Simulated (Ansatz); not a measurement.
AlN: energy along a strain

AlN, F-43m, a = 4.368 Å (as given, not relaxed at this level: 0.3 GPa). This isn't the usual stable structure of the compound. Ansatz: r2SCAN, PAW, 500 eV, Γ-centred 10×10×10 mesh on 2 atoms, Gaussian smearing 0.05 eV; no spin polarisation. Cell vectors (Å): 0.000 2.184 2.184; 2.184 0.000 2.184; 2.184 2.184 0.000. The cell is strained by x per cent times the pattern (0 0 1 0 0 0) in the order xx yy zz yz xz xy (engineering shears), with fractional coordinates held. y is the free energy over the start, V0 = 10.417 Å³/atom. Points with a strain past 8.5 % were computed too (3) and aren't used here.

| x (%) | y (meV/atom) |
| --- | --- |
| -7.50 | ? |
| -5.00 | 26.21 |
| -2.50 | 6.73 |
| 0.00 | 0.00 |
| 2.50 | 5.81 |
| 5.00 | 23.92 |
| 7.50 | 54.02 |

**Question.** Fit y = c1 x + c2 x² + c3 x³ to the other rows, get the stiffness along the pattern, and predict the missing energy.

**Answer.** Least squares on the rows shown. y = −0.16297 x + 1.0025 x² − 0.0027071 x³. The clamped-ion stiffness p·C·p = 2 × 10.02 eV × 160.2 / 10.417 Å³ = 308 GPa, which is C33 in these axes (C11 of the cubic crystal); c1 is there for the stress left in the start, which by itself gives a slope of -0.17 meV/atom per %. At x = -7.50 the fit asked for gives 58.75 meV/atom. The run gave 58.57 meV/atom, so the fit is 0.18 meV/atom too high, 0.31 % of the span of the series, against an rms of 0.009 meV/atom on the fitted rows. The row lies outside the fitted range. With a term in x⁴ added, a fit to the same known rows predicts 58.59 meV/atom, so most of the miss is curvature that the known rows already hold.